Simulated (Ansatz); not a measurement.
Ru under changes of volume

One of the cells (13.575 Å³/atom); the others are scaled copies at fixed shape and fractional positions:

```
Ru
1.0
     2.70580    0.00000    0.00000
    -1.35290    2.34329    0.00000
     0.00000    0.00000    4.28190
Ru
2
Direct
  0.66667 0.33333 0.75000
  0.33333 0.66667 0.25000
```

```yaml
Program: Ansatz 0.2.0
Functional: PBE
Potentials_or_basis: Ansatz PAW
Cutoff: "420 eV (not typed: the program's choice for these potentials)"
k_mesh: 11 × 11 × 6
Occupations: fermi-dirac, width 0.05 eV
Spin: no spin polarisation
```

```tsv
volume (Å³/atom)	energy over the lowest point (meV/atom)	pressure (GPa)
12.760	82.39	28.5
13.032	41.94	19.6
13.303	15.71	11.7
13.575	?	?
13.846	0.00	-1.7
14.118	7.89	-7.3
14.389	24.78	-12.3
```

Problem. What does the run at 13.575 Å³/atom give?

Solution. Energy over the lowest point 2.19 meV/atom; pressure 4.6 GPa.

Worked out: A Birch-Murnaghan fit of order 3 (a polynomial in V^(-2/3)) to the other rows has its minimum at 13.77 Å³/atom with B0 = V·E''(V) = 312 GPa and B' = 4.7 at fixed shape and positions, which overstates the stiffness. It gives 2.19 meV/atom at 13.575 Å³/atom, against the run's 2.19, and -dE/dV = 4.5 GPa, against 4.6.

Energies are extrapolated to zero smearing.
